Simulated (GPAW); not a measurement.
A run of GPAW 26.7.0:

The input run.py:

```python
from ase.eos import EquationOfState
from ase.io import Trajectory
from ase.spacegroup import crystal
from ase.units import GPa
from gpaw import GPAW, PW

# As 4c
# B 4a
atoms = crystal(['As', 'B'],
                basis=[[0.25, 0.25, 0.25],
                       [0.0, 0.0, 0.0]],
                spacegroup=216, setting=1,  # F-43m
                cellpar=[4.777, 4.777, 4.777, 90.0, 90.0, 90.0],
                primitive_cell=True)

traj = Trajectory('eos.traj', 'w')
volumes, energies = [], []
for x in [0.94, 0.96, 0.98, 1.0, 1.02, 1.04, 1.06]:
    a = atoms.copy()
    a.set_cell(atoms.cell * x**(1 / 3), scale_atoms=True)
    calc = GPAW(mode=PW(800),
                xc='MGGA_X_TASK+LDA_C_PW',
                kpts={'size': (8, 8, 8), 'gamma': True},
                occupations={'name': 'fermi-dirac', 'width': 0.05},
                nbands=11,
                convergence={'density': 1e-05, 'energy': 1e-05},
                maxiter=150,
                txt=f'eos-{x:.2f}.txt')
    a.calc = calc
    energies.append(a.get_potential_energy(force_consistent=True))
    volumes.append(a.get_volume())
    p = -a.get_stress()[:3].mean() / GPa
    calc.write(f'eos-{x:.2f}.gpw')
    traj.write(a)
    print(f'{x:.2f} {volumes[-1]:10.4f} A^3 {energies[-1]:14.6f} eV {p:9.3f} GPa', flush=True)

v0, e0, B = EquationOfState(volumes, energies, eos='birchmurnaghan').fit()
print(f'V0 = {v0:.4f} A^3, E0 = {e0:.6f} eV, B0 = {B / GPa:.2f} GPa')
```

Potentials or basis: GPAW PAW data sets (gpaw-data 1.2.1), pw.

Run with:

```console
$ OMP_NUM_THREADS=1 python run.py
```

Hardware: 1 thread of Arm Neoverse V2 (shared host).

Q: How long does it take, and how much memory?

A: It took 3.3 min on 1 thread of Arm Neoverse V2 (shared host), peak memory 0.5 GiB. Counts: scf iterations 77, plane waves 1363, bands 11, k points 29.
